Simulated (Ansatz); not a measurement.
# CaS (Oldhamite): maximally localised Wannier functions

Where do the localised orbitals of CaS (Oldhamite) sit, how far are they spread, and how do the settings change that? The runs, in order: PBE, anion s p, 6×6×6; PBE, anion s p, 4×4×4; PBE, anion s p, 8×8×8; PBE, anion p, 6×6×6; PBE, cation s and anion p, disentangled, 6×6×6; r2SCAN, anion s p, 6×6×6; r2SCAN, all s p, disentangled, 6×6×6; r2SCAN, anion p, 6×6×6; HSE06, anion s p, 6×6×6 (level, trial orbitals, Wannier mesh).

The COD entry's cell or inner coordinates are ideal or old and differ from later refinements, so a difference from it is no clean test against experiment.

Computed with Ansatz 0.2.0 (plane waves, PAW, unless a step's input says otherwise).

**1. The starting structure**

Symmetry: Fm-3m, No. 225, cubic system. Conventional cell: a = 5.696 Å, b = 5.696 Å, c = 5.696 Å, α = 90.00°, β = 90.00°, γ = 90.00°. Ca (site symmetry m-3m) is surrounded by 6 S at 2.85 Å. Around S (site symmetry m-3m) lie 6 Ca at 2.85 Å.

Coordinates:

```xyz
2
Lattice="0.0000 2.8479 2.8479 2.8479 0.0000 2.8479 2.8479 2.8479 0.0000" Properties=species:S:1:pos:R:3 pbc="T T T"
Ca    0.0000    0.0000    0.0000
S     2.8479    2.8479    2.8479
```

Cell and atoms come from an earlier r2SCAN relaxation.

**2. PBE, anion s p, 6×6×6**

The input, input.yaml:

```yaml
crystal:
  lattice:
    - [0.0, 2.8479357439, 2.8479357439]
    - [2.8479357439, 0.0, 2.8479357439]
    - [2.8479357439, 2.8479357439, 0.0]
  atoms:
    - { symbol: Ca, position: [0.0, 0.0, 0.0] }
    - { symbol: S, position: [0.5, 0.5, 0.5] }
kpoints:
  mp_grid: { grid: [6, 6, 6] }
  band_path:
    path:
      - [[0.0, 0.0, 0.0], [0.5, -3.242826608513e-35, 0.5], [0.625, 0.25, 0.625]]
      - [[0.375, 0.375, 0.75], [0.0, 0.0, 0.0], [0.5, 0.5, 0.5], [0.5, 0.25, 0.75], [0.5, -3.242826608513e-35, 0.5]]
    npoints: 10
hamiltonian:
  xc: pbe
scf:
  occupations: { method: fixed }
  n_extra_bands: 6
output:
  forces: false
  stress: false
  eigenvalues: true
  wannier:
    kmesh: [6, 6, 6]
    projections: [{ species: S, l: s }, { species: S, l: p }]
    minimise: true
    write_hr: true
    conv_tol: 1.0e-08
    max_iter: 3000
  write_density: true
  write_potential: true
  elf: true
  volumetric_format: npy
```

Launch:

```bash
> ansatz run input.yaml --threads 4 --pin off --max-ram 3686MiB --backend cpu --events-out ev --progress --plain --runs-dir out
```

After this run come: PBE, anion s p, 4×4×4; PBE, anion s p, 8×8×8; PBE, anion p, 6×6×6; PBE, cation s and anion p, disentangled, 6×6×6; r2SCAN, anion s p, 6×6×6; r2SCAN, all s p, disentangled, 6×6×6; r2SCAN, anion p, 6×6×6; HSE06, anion s p, 6×6×6.

**Question.** What will the summary of the whole plan be? Wanted: total spread, PBE, anion s p, 6×6×6; total spread, PBE, anion s p, 4×4×4; total spread, PBE, anion s p, 8×8×8; total spread, PBE, anion p, 6×6×6; total spread, PBE, cation s and anion p, disentangled, 6×6×6; total spread, r2SCAN, anion s p, 6×6×6; total spread, r2SCAN, all s p, disentangled, 6×6×6; total spread, r2SCAN, anion p, 6×6×6; total spread, HSE06, anion s p, 6×6×6.

The runs gave:

| quantity | value |
| --- | --- |
| total spread, PBE, anion s p, 6×6×6 | 6.43 Å² over 4 functions |
| total spread, PBE, anion s p, 4×4×4 | 6.04 Å² over 4 functions |
| total spread, PBE, anion s p, 8×8×8 | 6.58 Å² over 4 functions |
| total spread, PBE, anion p, 6×6×6 | 6.31 Å² over 3 functions |
| total spread, PBE, cation s and anion p, disentangled, 6×6×6 | 10.74 Å² over 4 functions |
| total spread, r2SCAN, anion s p, 6×6×6 | 6.24 Å² over 4 functions |
| total spread, r2SCAN, all s p, disentangled, 6×6×6 | 16.15 Å² over 8 functions |
| total spread, r2SCAN, anion p, 6×6×6 | 6.11 Å² over 3 functions |
| total spread, HSE06, anion s p, 6×6×6 | 6.18 Å² over 4 functions |
| centres of the first set | 0.52 Å from the nearest atom |

What this shows: With PBE, anion s p, 6×6×6 the 4 functions move off the atoms, with a mean spread of 1.61 Å²; 83 % of the total is gauge invariant. The total spread goes from 6.04 Å² on 4×4×4 to 6.58 Å² on 8×8×8: finite differences in k understate it on coarse meshes. On one set and mesh the functional gives 6.43 (PBE), 6.24 (r2SCAN), 6.18 (HSE06) Å².
